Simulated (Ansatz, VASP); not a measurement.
Two plane-wave programs on B

INCAR

```
PREC     = Accurate       # precision mode
ENCUT    = 520            # plane-wave cutoff, eV
EDIFF    = 1E-6           # SCF threshold, eV
ISMEAR   = -1             # smearing method
SIGMA    = 0.08           # smearing width, eV
LREAL    = False          # projectors in reciprocal space
LASPH    = True           # aspherical terms in the spheres
NELM     = 100            # most SCF steps
ALGO     = Normal         # electronic algorithm
ISIF     = 2              # what is computed and relaxed
LWAVE    = False          # write WAVECAR
LCHARG   = True           # write CHGCAR
GGA      = PS             # functional
LELF     = True           # ELF
LVHAR    = True         
NBANDS   = 10             # bands
```

Contents of KPOINTS:

```
Automatic mesh
0
Gamma
  21 21 11
```

File POSCAR:

```
B
1.0
    1.6797108244      0.0000000000      0.0000000000
   -0.8398554122      1.4546722449      0.0000000000
    0.0000000000      0.0000000000      5.8189065369
B
2
Direct
    0.3333333333      0.6666666667      0.2500000000
    0.6666666667      0.3333333333      0.7500000000
```

Input for Ansatz:

```yaml
crystal:
  lattice:
    - [1.6797108244, 0.0, 0.0]
    - [-0.8398554122, 1.4546722449, 0.0]
    - [0.0, 0.0, 5.8189065369]
  atoms:
    - { symbol: B, position: [0.3333333333, 0.6666666667, 0.25] }
    - { symbol: B, position: [0.6666666667, 0.3333333333, 0.75] }
kpoints:
  mp_grid: { grid: [21, 21, 11] }
scf:
  occupations: { method: fermi_dirac, width: 0.08 }
hamiltonian:
  xc: pbesol
  pseudopotentials: { kind: paw }
output:
  forces: true
  stress: true
  eigenvalues: true
  populations: true
```

Change from the starting cell: volume scaled by 0.8, PAW files.

Alike in both runs: task single point; functional PBEsol; k mesh 21 × 21 × 11; occupations fermi-dirac, width 0.08 eV; no spin polarisation.

|  | VASP | Ansatz |
| --- | --- | --- |
| version | VASP 6.6.1 | Ansatz 0.2.0 |
| potentials or method | VASP PAW PBE potentials, release 64 (B) | PAW with Ansatz's default frozen-core files, scalar-relativistic |
| plane-wave cutoff (eV) | 520 | 420 |
| valence electrons in the cell | 6 | 6 |

VASP gave:

- pressure (GPa): 17.3
- largest component of the traceless stress (GPa): 0.36

Q: Estimate Ansatz's values.

A: Pressure (GPa): 17.0; largest component of the traceless stress (GPa): 0.00.

Caveats: so large a pressure means that the cell lies far from this level's equilibrium, or that cutoff or potentials fall short (VASP); the potentials were made for another functional, which shifts forces and pressure (VASP).
